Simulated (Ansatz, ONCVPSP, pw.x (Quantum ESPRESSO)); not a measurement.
## pw.x on sc W: one setting changed

Potential: optimised norm-conserving Vanderbilt (ONCV), ONCVPSP 4.0.1.1 (patched build), PBE; core [Kr] 4d10 4f14, reference 5s2 5p6 5d4.5 6s1.5; waves: 5s+6s: rc 1.55 bohr, ncon 3, nbas 8, qcut 8.4 1/bohr, 2 projectors; 5p: rc 1.90 bohr, ncon 3, nbas 6, qcut 9.1 1/bohr, 2 projectors, debl 1.3 Ha; 5d: rc 2.45 bohr, ncon 3, nbas 8, qcut 7.7 1/bohr, 1 projector; local part: polynomial inside 1.50 bohr (lpopt 5, dvloc0 0 Ha); core correction: Teter function, fcfact 4, rcfact 1.15. In the p channel the program set the typed energies aside and used -1.553, 0.250 Ha.

The reference run (k-mesh 12³, cutoffs 70/280 Ry, Fermi–Dirac 0.01 Ry, mixing_beta 0.4, conv_thr 1e-9, no spin) gives -4.31 GPa at 18.539 Å³/atom, where all-electron LAPW gives -2.09 GPa. This run, with its own iteration cap, changes ecutwfc (ecutrho with it) to 3, a wrong or extreme entry chosen on purpose.

```
&control
  calculation='scf', prefix='x', pseudo_dir='./', outdir='./tmp', tstress=.true., disk_io='none'
/
&system
  ibrav=0, nat=1, ntyp=1, ecutwfc=3, ecutrho=12, nbnd=15,
  occupations='smearing', smearing='fd', degauss=0.01
/
&electrons
  conv_thr=1e-09, mixing_beta=0.4, electron_maxstep=70
/
ATOMIC_SPECIES
W 1.0 W.UPF
CELL_PARAMETERS angstrom
  2.64664343 0.00000000 0.00000000
  0.00000000 2.64664343 0.00000000
  0.00000000 0.00000000 2.64664343
ATOMIC_POSITIONS crystal
W 0.0000 0.0000 0.0000
K_POINTS automatic
12 12 12 0 0 0
```

```bash
pw.x < W.scf.in > W.scf.out
```

Problem. How does the run end?

Solution. It stops with "memory_report: more bands than PWs!".

```
Message from routine setup:
     using ibrav=0 with symmetry is DISCOURAGED, use correct ibrav instead
     lattice parameter (alat)  =       5.0014  a.u.
     unit-cell volume          =     125.1074 (a.u.)^3
     number of electrons       =        14.00
     number of Kohn-Sham states=           15
     kinetic-energy cutoff     =       3.0000  Ry
     charge density cutoff     =      12.0000  Ry
     scf convergence threshold =      1.0E-09
     Exchange-correlation= PBE
     number of k points=    84  Fermi-Dirac smearing, width (Ry)=  0.0100
     Error in routine memory_report (1):
     more bands than PWs!
```

The run took about 0.1 s on one core of a shared host (Neoverse-N1, 64 threads, 124 GiB, load 60).
